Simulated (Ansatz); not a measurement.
**Ni₃Si: how the free axis answers a strain**

Ni₃Si, Pm-3m, a = 3.461 Å. The structure is a COD entry; whether it is the stable form wasn't checked. Ansatz: PBEsol, PAW, 420 eV, Γ-centred 16×16×16 mesh on 4 atoms, Gaussian smearing 0.10 eV; no spin polarisation. Series: biaxial strain in the a-b plane, c and atoms relaxed; x is the strain in per cent. y is the change of c in per cent of 3.461 Å.

```
x (%) y (%)
 -4.5      ?
 -3.0   2.97
 -1.5   1.51
  0.0   0.00
  1.5  -1.58
  3.0  -3.19
  4.5  -4.93
```

Fit y = c1 x + c2 x² to the other rows, say what c1 measures, and predict the missing y.

Least squares on the rows shown. y = −1.030 x − 0.01394 x². With no stress along c, c1 = −2C12/C11 = -1.030. At x = -4.5 the fit asked for gives 4.35 %. The run gave 4.38 %, so the fit is 0.03 % too low, a small miss on the scale of the series.